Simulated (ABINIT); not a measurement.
# KI (Fm-3m): making up for missing bands, part 2 of 2

Can a closure trick stand in for empty bands in GW on KI (Fm-3m)?

ABINIT 10.8.3; PBE and many-body steps on it, plane waves. Known limits of the many-body steps: not at the basis limit; no spin-orbit coupling.

So far. Step 4 (375 bands): The gap on the mesh goes from 3.96 eV to 6.09 eV, a correction of +2.13 eV. Step 6 (40 bands): Against G0W0 in ABINIT (4×4×4 mesh, 375 bands, screening to 228.6 eV, Godby-Needs plasmon pole), the gap moves by −0.322 eV.

## Step 7: Screening, 4×4×4 mesh, 40 bands, screening to 228.6 eV

This step: RPA screening on PBE, plane waves, norm-conserving pseudopotentials.

Input file run.abi:

```
acell 3*1.0 Angstrom
rprim 
  0.000000000000 3.532775000000 3.532775000000
  3.532775000000 0.000000000000 3.532775000000
  3.532775000000 3.532775000000 -0.000000000000
ntypat 2
znucl 19 53
natom 2
typat 1 2
xred 
  0.000000000000 0.000000000000 0.000000000000
  0.500000000000 0.500000000000 0.500000000000
pp_dirpath "pseudos"
pseudos "K.upf, I.upf"
ecut 33
ngkpt 4 4 4
nshiftk 1
shiftk 0 0 0
kptopt 1
chksymbreak 0
istwfk *1
occopt 1
irdwfk 1
optdriver 3
nband 40
ecuteps 8.4
inclvkb 2
awtr 1
symchi 1
gwcomp 1
gwencomp 1.5
indata_prefix "in"
outdata_prefix "out"
tmpdata_prefix "tmp"
```

The run is started by

```sh
OMP_NUM_THREADS=1 mpirun -n 4 abinit run.abi > log
```

Numbers of over 12 decimals in the logs are rounded to 6 here.

The program printed:

```text
.Version 10.8.3 of ABINIT. v10.8.2 released Aug 2026.

 Symmetries : space group Fm -3 m (#225); Bravais cF (face-center cubic)
[... echo of the input left out ...]
== DATASET  1 ==================================================================
-   mpi_nproc: 4, omp_nthreads: 1 (-1 if OMP is not activated)

--- !DatasetInfo
iteration_state: {dtset: 1, }
dimensions: {natom: 2, nkpt: 8, mband: 40, nsppol: 1, nspinor: 1, nspden: 1, mpw: 5434, }
cutoff_energies: {ecut:  33.0, pawecutdg:  -1.0, }
[...]
--------------------------------------------------------------------------------
[... chi0 elements left out ...]
 For q-point:  0.000010 0.000020 0.000030
  dielectric constant =   2.6553
  dielectric constant without local fields =   3.2691

  Average fulfillment of the sum rule on Im[epsilon] for q-point    1 :    106.77  [%]
[... wings left out ...]
  q-point number  2        q = ( 0.250000, 0.000000, 0.000000) [r.l.u.]
--------------------------------------------------------------------------------
[... chi0 elements left out ...]
  Average fulfillment of the sum rule on Im[epsilon] for q-point    2 :    103.95  [%]

 [... 6 further q-points ...]
```

Run time: 84 s. Hardware: 4 MPI ranks of Arm Neoverse V1, shared host; peak memory 1.4 GiB; 5.6 min of CPU time.

Numbers from this step:

```yaml
eps_infinity_with_local_fields_on_this_mesh_along_the_program_s_q_direction: 2.655
the_same_without_local_fields: 3.269
plasma_frequency: 15.82 eV
plane_waves_in_the_screening_matrix: 701
```

## Step 8: 40 bands, completed

This step: G0W0 on PBE, plane waves, norm-conserving pseudopotentials.

Changes to run.abi since step 7:

```diff
@@ -23,8 +23,15 @@
 irdwfk 1
-optdriver 3
+optdriver 4
 nband 40
+gwcalctyp 0
+ecutsigx 33
+symsigma 1
+nkptgw 1
+kptgw 
+  0.0000000000 0.0000000000 0.0000000000
+bdgw 
+  6 12
 ecuteps 8.4
-inclvkb 2
-awtr 1
-symchi 1
+irdscr 1
+ppmodel 1
 gwcomp 1
```

The program printed:

```text
.Version 10.8.3 of ABINIT. v10.8.2 released Aug 2026.

 Symmetries : space group Fm -3 m (#225); Bravais cF (face-center cubic)
[... echo of the input left out ...]
== DATASET  1 ==================================================================
-   mpi_nproc: 4, omp_nthreads: 1 (-1 if OMP is not activated)

--- !DatasetInfo
iteration_state: {dtset: 1, }
dimensions: {natom: 2, nkpt: 8, mband: 40, nsppol: 1, nspinor: 1, nspden: 1, mpw: 5434, }
cutoff_energies: {ecut:  33.0, pawecutdg:  -1.0, }
[...]
10   6.624  -7.766  -3.475  -3.117   0.848  -0.179  -6.770   0.995   7.619
       11   6.624  -7.766  -3.475  -3.117   0.848  -0.179  -6.770   0.995   7.619
       12   6.624  -7.766  -3.475  -3.117   0.848  -0.179  -6.770   0.995   7.619

== END DATASET(S) ==============================================================
================================================================================

 -outvars: echo values of variables after computation  --------
           etotal      0.0000000000E+00
            nband          40
             nkpt           8
          spgroup         225
 [... the other variables as echoed above ...]

 Calculation completed.
```

Run time: 18 s. Hardware: 4 MPI ranks; peak memory 1.8 GiB; 70 s of CPU time.

This step gave:

* G0W0 gap on the points computed: 6.108 eV
* starting gap on the mesh: 3.962 eV
* k of the valence top: 0, 0, 0
* k of the conduction bottom: 0, 0, 0
* least direct G0W0 gap on the computed points: 6.108 eV

Against G0W0 in ABINIT (4×4×4 mesh, 375 bands, screening to 228.6 eV, Godby-Needs plasmon pole), the gap moves by +0.016 eV.

## Step 9: Screening, 4×4×4 mesh, 138 bands, screening to 228.6 eV

This step: RPA screening on PBE, plane waves, norm-conserving pseudopotentials.

Changes to run.abi since step 8:

```diff
@@ -23,17 +23,8 @@
 irdwfk 1
-optdriver 4
-nband 40
-gwcalctyp 0
-ecutsigx 33
-symsigma 1
-nkptgw 1
-kptgw 
-  0.0000000000 0.0000000000 0.0000000000
-bdgw 
-  6 12
+optdriver 3
+nband 138
 ecuteps 8.4
-irdscr 1
-ppmodel 1
-gwcomp 1
-gwencomp 1.5
+inclvkb 2
+awtr 1
+symchi 1
 indata_prefix "in"
```

The program printed:

```text
.Version 10.8.3 of ABINIT. v10.8.2 released Aug 2026.

 Symmetries : space group Fm -3 m (#225); Bravais cF (face-center cubic)
[... echo of the input left out ...]
== DATASET  1 ==================================================================
-   mpi_nproc: 4, omp_nthreads: 1 (-1 if OMP is not activated)

--- !DatasetInfo
iteration_state: {dtset: 1, }
dimensions: {natom: 2, nkpt: 8, mband: 138, nsppol: 1, nspinor: 1, nspden: 1, mpw: 5434, }
cutoff_energies: {ecut:  33.0, pawecutdg:  -1.0, }
[...]
--------------------------------------------------------------------------------
[... chi0 elements left out ...]
 For q-point:  0.000010 0.000020 0.000030
  dielectric constant =   2.6556
  dielectric constant without local fields =   3.2753

  Average fulfillment of the sum rule on Im[epsilon] for q-point    1 :     80.83  [%]
[... wings left out ...]
  q-point number  2        q = ( 0.250000, 0.000000, 0.000000) [r.l.u.]
--------------------------------------------------------------------------------
[... chi0 elements left out ...]
  Average fulfillment of the sum rule on Im[epsilon] for q-point    2 :     88.89  [%]

 [... 6 further q-points ...]
```

The job ended after 1.9 min (4 MPI ranks; peak memory 1.9 GiB).

This step gave:

* ε∞ with local fields, on this mesh, along the program's q direction: 2.656
* the same without local fields: 3.275
* plasma frequency: 15.82 eV
* plane waves in the screening matrix: 701

## Step 10: 138 bands

This step: G0W0 on PBE, plane waves, norm-conserving pseudopotentials.

Changes to run.abi since step 9:

```diff
@@ -23,8 +23,15 @@
 irdwfk 1
-optdriver 3
+optdriver 4
 nband 138
+gwcalctyp 0
+ecutsigx 33
+symsigma 1
+nkptgw 1
+kptgw 
+  0.0000000000 0.0000000000 0.0000000000
+bdgw 
+  6 12
 ecuteps 8.4
-inclvkb 2
-awtr 1
-symchi 1
+irdscr 1
+ppmodel 1
 indata_prefix "in"
```

The program printed:

```text
.Version 10.8.3 of ABINIT. v10.8.2 released Aug 2026.

 Symmetries : space group Fm -3 m (#225); Bravais cF (face-center cubic)
[... echo of the input left out ...]
== DATASET  1 ==================================================================
-   mpi_nproc: 4, omp_nthreads: 1 (-1 if OMP is not activated)

--- !DatasetInfo
iteration_state: {dtset: 1, }
dimensions: {natom: 2, nkpt: 8, mband: 138, nsppol: 1, nspinor: 1, nspden: 1, mpw: 5434, }
cutoff_energies: {ecut:  33.0, pawecutdg:  -1.0, }
[...]
10   6.624  -7.766  -3.475  -2.965   0.843  -0.186  -6.648   1.118   7.742
       11   6.624  -7.766  -3.475  -2.965   0.843  -0.186  -6.648   1.118   7.742
       12   6.624  -7.766  -3.475  -2.965   0.843  -0.186  -6.648   1.118   7.742

== END DATASET(S) ==============================================================
================================================================================

 -outvars: echo values of variables after computation  --------
           etotal      0.0000000000E+00
            nband         138
             nkpt           8
          spgroup         225
 [... the other variables as echoed above ...]

 Calculation completed.
```

Elapsed: 48 s, on 4 MPI ranks; peak memory 2.6 GiB; 3.2 min of CPU time.

Numbers from this step:

```yaml
g0w0_gap_on_the_points_computed: 5.998 eV
starting_gap_on_the_mesh: 3.962 eV
k_of_the_valence_top: 0, 0, 0
k_of_the_conduction_bottom: 0, 0, 0
least_direct_g0w0_gap_on_the_computed_points: 5.998 eV
```

Against G0W0 in ABINIT (4×4×4 mesh, 375 bands, screening to 228.6 eV, Godby-Needs plasmon pole), the gap moves by −0.094 eV.

## Step 11: Screening, 4×4×4 mesh, 138 bands, screening to 228.6 eV

This step: RPA screening on PBE, plane waves, norm-conserving pseudopotentials.

Changes to run.abi since step 10:

```diff
@@ -23,15 +23,10 @@
 irdwfk 1
-optdriver 4
+optdriver 3
 nband 138
-gwcalctyp 0
-ecutsigx 33
-symsigma 1
-nkptgw 1
-kptgw 
-  0.0000000000 0.0000000000 0.0000000000
-bdgw 
-  6 12
 ecuteps 8.4
-irdscr 1
-ppmodel 1
+inclvkb 2
+awtr 1
+symchi 1
+gwcomp 1
+gwencomp 1.5
 indata_prefix "in"
```

The program printed:

```text
.Version 10.8.3 of ABINIT. v10.8.2 released Aug 2026.

 Symmetries : space group Fm -3 m (#225); Bravais cF (face-center cubic)
[... echo of the input left out ...]
== DATASET  1 ==================================================================
-   mpi_nproc: 4, omp_nthreads: 1 (-1 if OMP is not activated)

--- !DatasetInfo
iteration_state: {dtset: 1, }
dimensions: {natom: 2, nkpt: 8, mband: 138, nsppol: 1, nspinor: 1, nspden: 1, mpw: 5434, }
cutoff_energies: {ecut:  33.0, pawecutdg:  -1.0, }
[...]
--------------------------------------------------------------------------------
[... chi0 elements left out ...]
 For q-point:  0.000010 0.000020 0.000030
  dielectric constant =   2.6564
  dielectric constant without local fields =   3.2753

  Average fulfillment of the sum rule on Im[epsilon] for q-point    1 :     97.59  [%]
[... wings left out ...]
  q-point number  2        q = ( 0.250000, 0.000000, 0.000000) [r.l.u.]
--------------------------------------------------------------------------------
[... chi0 elements left out ...]
  Average fulfillment of the sum rule on Im[epsilon] for q-point    2 :     99.38  [%]

 [... 6 further q-points ...]
```

Elapsed: 3.1 min, on 4 MPI ranks; peak memory 2.2 GiB; 12 min of CPU time.

This step gave:

| Quantity | Value |
| --- | --- |
| ε∞ with local fields, on this mesh, along the program's q direction | 2.656 |
| the same without local fields | 3.275 |
| plasma frequency | 15.82 eV |
| plane waves in the screening matrix | 701 |

## Step 12: 138 bands, completed

This step: G0W0 on PBE, plane waves, norm-conserving pseudopotentials.

Changes to run.abi since step 11:

```diff
@@ -23,8 +23,15 @@
 irdwfk 1
-optdriver 3
+optdriver 4
 nband 138
+gwcalctyp 0
+ecutsigx 33
+symsigma 1
+nkptgw 1
+kptgw 
+  0.0000000000 0.0000000000 0.0000000000
+bdgw 
+  6 12
 ecuteps 8.4
-inclvkb 2
-awtr 1
-symchi 1
+irdscr 1
+ppmodel 1
 gwcomp 1
```

The program printed:

```text
.Version 10.8.3 of ABINIT. v10.8.2 released Aug 2026.

 Symmetries : space group Fm -3 m (#225); Bravais cF (face-center cubic)
[... echo of the input left out ...]
== DATASET  1 ==================================================================
-   mpi_nproc: 4, omp_nthreads: 1 (-1 if OMP is not activated)

--- !DatasetInfo
iteration_state: {dtset: 1, }
dimensions: {natom: 2, nkpt: 8, mband: 138, nsppol: 1, nspinor: 1, nspden: 1, mpw: 5434, }
cutoff_energies: {ecut:  33.0, pawecutdg:  -1.0, }
[...]
10   6.624  -7.766  -3.475  -3.172   0.843  -0.186  -6.823   0.943   7.566
       11   6.624  -7.766  -3.475  -3.172   0.843  -0.186  -6.823   0.943   7.566
       12   6.624  -7.766  -3.475  -3.172   0.843  -0.186  -6.823   0.943   7.566

== END DATASET(S) ==============================================================
================================================================================

 -outvars: echo values of variables after computation  --------
           etotal      0.0000000000E+00
            nband         138
             nkpt           8
          spgroup         225
 [... the other variables as echoed above ...]

 Calculation completed.
```

The job ended after 52 s (4 MPI ranks; peak memory 2.7 GiB).

This step gave:

* G0W0 gap on the points computed: 6.108 eV
* starting gap on the mesh: 3.962 eV
* k of the valence top: 0, 0, 0
* k of the conduction bottom: 0, 0, 0
* least direct G0W0 gap on the computed points: 6.108 eV

Against G0W0 in ABINIT (4×4×4 mesh, 375 bands, screening to 228.6 eV, Godby-Needs plasmon pole), the gap moves by +0.016 eV.

## Step 13: Side by side

Times are wall times on 4 MPI ranks of Arm Neoverse V1, shared host, good to a factor of about two. A run's time includes the screening step that it read.

| run | mesh | bands | screening cutoff (eV) | DFT gap (eV) | gap on the mesh (eV) | direct (eV) | ε∞ used | time |
| --- | --- | --- | --- | --- | --- | --- | --- | --- |
| 375 bands | 4×4×4 | 375 | 228.6 | 3.962 | 6.092 | 6.092 | 2.66 | 7.5 min |
| 40 bands | 4×4×4 | 40 | 228.6 | 3.962 | 5.770 | 5.770 | 2.65 | 48 s |
| 40 bands, completed | 4×4×4 | 40 | 228.6 | 3.962 | 6.108 | 6.108 | 2.66 | 1.7 min |
| 138 bands | 4×4×4 | 138 | 228.6 | 3.962 | 5.998 | 5.998 | 2.66 | 2.7 min |
| 138 bands, completed | 4×4×4 | 138 | 228.6 | 3.962 | 6.108 | 6.108 | 2.66 | 4 min |

## Step 14: Outcome

| Item | Value |
| --- | --- |
| 375 bands | 6.092 eV |
| 40 bands | 5.770 eV |
| 40 bands, completed | 6.108 eV |
| 138 bands | 5.998 eV |
| 138 bands, completed | 6.108 eV |

What this shows: 40 bands: −0.322 eV against 375 bands. 40 bands, completed: +0.016 eV against 375 bands. 138 bands: −0.094 eV against 375 bands. 138 bands, completed: +0.016 eV against 375 bands. The row with most bands is itself short of the limit, so it is no exact reference, and agreement of a truncated run with it can be a cancellation between the edges. In the G0W0 runs levels were corrected at 1 k point alone, so a gap called «on the mesh» is the least over those, and an edge elsewhere would be missed. The many-body steps are scalar-relativistic: spin-orbit coupling is not in them.

[Paths, hosts, dates, memory and timing lines, banners, echoed tables and standing remarks are left out of the program output.]

[Logs are printed without paths, hosts, clocks, repeated set-up lines and the standing remarks that a program may print on its own settings, such as how far it seeks lower states.]

[Runs of the session that timed out or met a known fault of the program may be left out.]

[Hosts, paths, dates, database ids (printed as entryN), source tags and the programs' standing remarks are cut or masked in the printed files.]

[G0W0 gaps are taken among the corrected bands and points alone; a level outside them can change the order at an edge.]

[Where Ansatz stands beside ABINIT at settings called matched, ABINIT's density can come from a denser mesh and the files from another edition; pairs whose starting gaps differed by over 0.03 eV were left out, so agreement reads better than it is.]
